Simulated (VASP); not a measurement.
# MgTe: density of states with LDA

MgTe:

```
Te Mg
1.0
     6.46400    0.00000    0.00000
     0.00000    6.46400    0.00000
     0.00000    0.00000    6.46400
Te Mg
4 4
Direct
  0.25000 0.25000 0.75000
  0.25000 0.75000 0.25000
  0.75000 0.75000 0.75000
  0.75000 0.25000 0.25000
  0.00000 0.00000 0.00000
  0.00000 0.50000 0.50000
  0.50000 0.00000 0.50000
  0.50000 0.50000 0.00000
```

The cell comes from a database or a generator and needn't be the stable form of this composition.

```json
{"Program": "VASP 6.6.1", "Task": "density of states", "Functional": "LDA", "Potentials or basis": "VASP PAW LDA potentials, release 64 (Te, Mg)", "Cutoff": "520 eV", "k mesh": "4 × 4 × 4", "Occupations": "gaussian, width 0.05 eV", "Spin": "no spin polarisation", "k mesh for the DOS": "6 × 6 × 6", "Occupations for the DOS": "tetrahedron", "Further INCAR settings": "ALGO = Normal; EDIFF = 1e-07; NBANDS = 26"}
```

- Valence electrons inside the program's atomic spheres: Te 3.50; Mg 0.34

Levels at points of the mesh, in eV from the valence-band top:
| k point | band 13 | band 14 | band 15 | band 16 | band 17 | band 18 | band 19 | band 20 |
| --- | --- | --- | --- | --- | --- | --- | --- | --- |
| (0.00, 0.00, 0.00) | -1.19 | 0.00 | 0.00 | 0.00 | 2.20 | 2.71 | 2.71 | 2.71 |
| (0.50, 0.00, 0.00) | -0.68 | -0.68 | -0.68 | -0.68 | 3.84 | 3.84 | 4.06 | 4.06 |
| (0.50, 0.50, 0.00) | -0.45 | -0.45 | -0.45 | -0.45 | 4.18 | 4.18 | 4.18 | 4.18 |
| (0.50, 0.50, 0.50) | -0.42 | -0.42 | -0.42 | -0.42 | 3.06 | 3.06 | 3.06 | 3.06 |

States per cell in windows of 0.5 eV (zero at the valence-band top; states under -8 eV left out):
```tsv
from (eV)	total	Te1_p	Te2_p	Te3_p	Te4_p	Mg5_s	Mg6_s
-8.0	0.00	0.00	0.00	0.00	0.00	0.00	0.00
-7.5	0.00	0.00	0.00	0.00	0.00	0.00	0.00
-7.0	0.00	0.00	0.00	0.00	0.00	0.00	0.00
-6.5	0.00	0.00	0.00	0.00	0.00	0.00	0.00
-6.0	0.00	0.00	0.00	0.00	0.00	0.00	0.00
-5.5	0.00	0.00	0.00	0.00	0.00	0.00	0.00
-5.0	0.00	0.00	0.00	0.00	0.00	0.00	0.00
-4.5	0.00	0.00	0.00	0.00	0.00	0.00	0.00
-4.0	0.00	0.00	0.00	0.00	0.00	0.00	0.00
-3.5	0.53	0.03	0.03	0.03	0.03	0.01	0.01
-3.0	5.43	0.36	0.36	0.36	0.36	0.11	0.11
-2.5	1.22	0.09	0.09	0.09	0.09	0.02	0.02
-2.0	3.02	0.25	0.25	0.25	0.25	0.01	0.01
-1.5	4.85	0.45	0.45	0.45	0.45	0.01	0.01
-1.0	5.61	0.58	0.58	0.58	0.58	0.01	0.01
-0.5	3.05	0.35	0.35	0.35	0.35	0.00	0.00
0.0	0.00	0.00	0.00	0.00	0.00	0.00	0.00
0.5	0.00	0.00	0.00	0.00	0.00	0.00	0.00
1.0	0.00	0.00	0.00	0.00	0.00	0.00	0.00
1.5	0.00	0.00	0.00	0.00	0.00	0.00	0.00
2.0	0.00	0.00	0.00	0.00	0.00	0.00	0.00
2.5	0.16	0.00	0.00	0.00	0.00	0.00	0.00
3.0	1.46	0.02	0.02	0.02	0.02	0.02	0.02
3.5	4.69	0.07	0.07	0.07	0.07	0.09	0.09
4.0	3.07	0.06	0.06	0.06	0.06	0.07	0.07
4.5	2.75	0.07	0.07	0.07	0.07	0.04	0.04
5.0	3.89	0.09	0.09	0.09	0.09	0.04	0.04
5.5	3.71	0.05	0.05	0.05	0.05	0.01	0.01
```

It took 110 s on 1 thread of Intel(R) Xeon(R) Platinum 8488C (Sapphire Rapids), with other jobs on the host, peak memory 0.29 GiB.

Spin-orbit coupling is left out, which matters for the levels of Te.
